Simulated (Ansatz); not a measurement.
## Formation energy of EuO in the rocksalt structure

Level of theory: DFT, PBE with spin–orbit coupling, two-component spinors; plane waves to 420 eV with PAW datasets (Ansatz 0.2.0), 12×12×12 k-mesh, Gaussian smearing of 0.05 eV. The datasets are Ansatz's generated set soft_2.

The start was a prototype's sites filled with these elements; the Crystallography Open Database holds the compound in this structure.

Symmetry: Fm-3m, No. 225, cubic system. The conventional cell has a = 5.054 Å, b = 5.054 Å, c = 5.054 Å, α = 90.00°, β = 90.00°, γ = 90.00°. Around Eu (site symmetry m-3m) lie 6 O at 2.53 Å. O (site symmetry m-3m) is surrounded by 6 Eu at 2.53 Å. (Shells end 15 % past the nearest neighbour.)

The elements were computed in their standard states (gases as isolated molecules) with the same datasets, cutoff and functional. The compound's run is ferromagnetic, with site spin moments Eu 6.34; O 0.07 μB. Total energies depend on the potentials used, so only differences within one code and one set of settings carry meaning.

Energy of the relaxed cell (2 atoms, smearing extrapolated to zero): -9346.305 eV. Elements, in eV/atom: Eu -8775.726, O -564.970.

**Question.** What is the formation energy?

**Answer.** [-9346.305 − (1 × -8775.726 + 1 × -564.970)] / 2 = -2.80 eV/atom, or -271 kJ per mole of atoms.

The value is for 0 K, without zero-point energy and without any correction for the binding of gas molecules. Uncorrected semilocal values for oxides, chalcogenides and halides often miss by tenths of an eV an atom. A negative value shows stability against the elements alone, not against other compounds or structures.

Formal charges Eu²⁺, O²⁻ leave Eu²⁺ with an open 4f⁷ shell. Exchange should fill one spin channel of a half-filled shell and leave an insulator, so a metal points to the functional or the structure. The run still finds no gap: within 0.1 eV of the Fermi level the projected states are 85 % Eu 4f, 10 % Eu 5d.

Without a U the 4f levels of Eu lie too near the Fermi level, so their share of the states there, and what hangs on it, is overstated. Site moments are of spin, integrated over Gaussian weights of 0.5 Å, which gives about a tenth less on f atoms than spheres do. No antiparallel order was tried.

On the Eu 4f shell the spin moment is 6.64 μB and the orbital moment 0.29 μB, opposed to it, 6.35 μB net (projected on atomic orbitals, along the moments' axis). The relaxed cell is 5 % smaller in volume than the cell of this structure in the Crystallography Open Database (17.01 Å³/atom, 1963).
